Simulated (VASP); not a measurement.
# ZnS (strained measured structure): one PBE single-point calculation in two programs

```yaml
crystal:
  lattice:
    - [4.02424, 0.00000, 0.00000]
    - [-2.01212, 3.48509, 0.00000]
    - [0.00000, 0.00000, 6.04544]
  atoms:
    - { symbol: Zn, position: [0.33333, 0.66667, 0.99830] }
    - { symbol: Zn, position: [0.66667, 0.33333, 0.49830] }
    - { symbol: S, position: [0.33333, 0.66667, 0.38670] }
    - { symbol: S, position: [0.66667, 0.33333, 0.88670] }
```

Each program uses its own PAW datasets. VASP's cell holds 36 valence electrons and Ansatz's 36. Ansatz's stress includes a Pulay correction; VASP's doesn't.

Cutoffs: 520 eV in VASP, 420 eV in Ansatz. k meshes: 12×12×4 and 12×12×4.

```
                                VASP     Ansatz
gap between bands v and c    1.76 eV    1.76 eV
         least direct gap    1.76 eV    1.76 eV
                 pressure   -2.7 GPa   -2.8 GPa
            largest force  0.03 eV/Å  0.02 eV/Å
```

Band v is the last that the valence electrons fill when counted band by band, and c is the next. Levels in eV from the top of v, Ansatz:

```tsv
point	v−1	v	c	c+1
Γ	-0.20	0.00	1.76	2.15
M	-1.50	-0.91	3.17	4.02
K	-2.13	-1.82	4.72	5.32
A	-0.70	-0.70	2.93	2.93
L	-1.24	-1.24	3.54	3.54
H	-0.97	-0.97	4.68	4.68
```

VASP:

| point | v−1 | v | c | c+1 |
| --- | --- | --- | --- | --- |
| Γ | -0.21 | 0.00 | 1.76 | 2.15 |
| M | -1.50 | -0.91 | 3.17 | 4.02 |
| K | -2.13 | -1.82 | 4.73 | 5.33 |
| A | -0.71 | -0.71 | 2.92 | 2.92 |
| L | -1.24 | -1.24 | 3.54 | 3.54 |
| H | -0.97 | -0.97 | 4.69 | 4.69 |

Forces (eV/Å), VASP:

```
atom     Fx     Fy      Fz
  Zn  0.000  0.000  -0.028
  Zn  0.000  0.000  -0.028
   S  0.000  0.000   0.028
   S  0.000  0.000   0.028
```

Ansatz:

| atom | Fx | Fy | Fz |
| --- | --- | --- | --- |
| Zn | 0.000 | 0.000 | -0.025 |
| Zn | 0.000 | 0.000 | -0.025 |
| S | 0.000 | 0.000 | 0.025 |
| S | 0.000 | 0.000 | 0.025 |
